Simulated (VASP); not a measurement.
Runs of VASP 6.6.1 on SnO2 (Cassiterite). It takes space group P4_2/mnm (No. 136, tetragonal). Conventional cell: a = 4.738 Å, b = 4.738 Å, c = 3.187 Å, α = 90.00°, β = 90.00°, γ = 90.00°. Around Sn (site symmetry mmm) lie 6 O at 2.05 to 2.06 Å. O (site symmetry m2m) is surrounded by 3 Sn at 2.05 to 2.06 Å. 

```tsv
task	cell	k mesh	cutoff (eV)	smearing	gap on the mesh (eV)	pressure (GPa)	largest force (eV/Å)
single point	P4_2/mnm, 11.92 Å³/atom	4 × 4 × 6	520	gaussian 0.1 eV	1.18	(b)	0.23
relaxation of cell and atoms	relaxed	6 × 6 × 8	600	gaussian 0.02 eV	(c)	0.0	-
single point	cell and atoms relaxed tightly for response	6 × 6 × 8	520	gaussian 0.01 eV	0.91	0.6	0.01
single point	P4_2/mnm, 12.18 Å³/atom	6 × 6 × 8	520	gaussian 0.02 eV	0.91	0.7	(a)
```

Alike in all rows: level PBEsol; potentials or basis VASP PAW PBE potentials, release 64 (Sn_d, O); no spin polarisation.

**Question.** Fill in the values left out.

**Answer.** (a) 0.02; (b) 5.4; (c) 0.88.

Caveats: the PAW data sets were made with another functional, which shifts forces and pressure a little; spin-orbit coupling is left out, which moves the levels of the heavy elements.

A k mesh can miss the band edges, and the runs leave out spin-orbit coupling on Sn.
